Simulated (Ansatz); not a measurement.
# Te (tellurium, measured cell): the cost of one run

Computed with Ansatz 0.2.0 (DFT PBE, scalar-relativistic, plane waves, PAW, unless a step's input says otherwise).

### 1 The structure to begin with

It takes space group P3_121 (No. 152, trigonal). Conventional cell: a = 4.457 Å, b = 4.457 Å, c = 5.929 Å, α = 90.00°, β = 90.00°, γ = 120.00°. Te (site symmetry 2) is surrounded by 2 Te at 2.84 Å.

Structure file:

```xyz
3
Lattice="4.4570 0.0000 0.0000 -2.2285 3.8599 0.0000 0.0000 0.0000 5.9290" Properties=species:S:1:pos:R:3 pbc="T T T"
Te    1.1735    0.0000    1.9763
Te   -0.5868    1.0163    3.9527
Te    1.6417    2.8436    0.0000
```

### 2 Relaxing the atoms: Te (tellurium, measured cell), no spin

input.yaml

```yaml
crystal:
  lattice:
    - [4.457, 0.0, 0.0]
    - [-2.2285, 3.8598752247, 0.0]
    - [0.0, 0.0, 5.929]
  atoms:
    - { symbol: Te, position: [0.2633, 0.0, 0.3333333333] }
    - { symbol: Te, position: [0.0, 0.2633, 0.6666666667] }
    - { symbol: Te, position: [0.7367, 0.7367, 0.0] }
scf:
  occupations: { method: fixed }
output:
  forces: true
  stress: true
  eigenvalues: true
  write_density: true
  write_potential: true
  elf: true
  volumetric_format: npy
hamiltonian:
  xc: pbe
basis:
  ecutwfc: 400
kpoints:
  mp_grid: { grid: [12, 12, 10] }
relax:
  f_tol: 0.0005
  max_steps: 60
```

Command:

```bash
> ansatz run input.yaml --threads 4 --pin off --max-ram 12288MiB --backend cpu --events-out ev --progress --plain --runs-dir out
```

What time and memory should one allow on 4 threads of Intel Xeon at 2.50GHz (Skylake/Cascade Lake), shared host?

About 71 s, with a peak of 0.66 GiB.
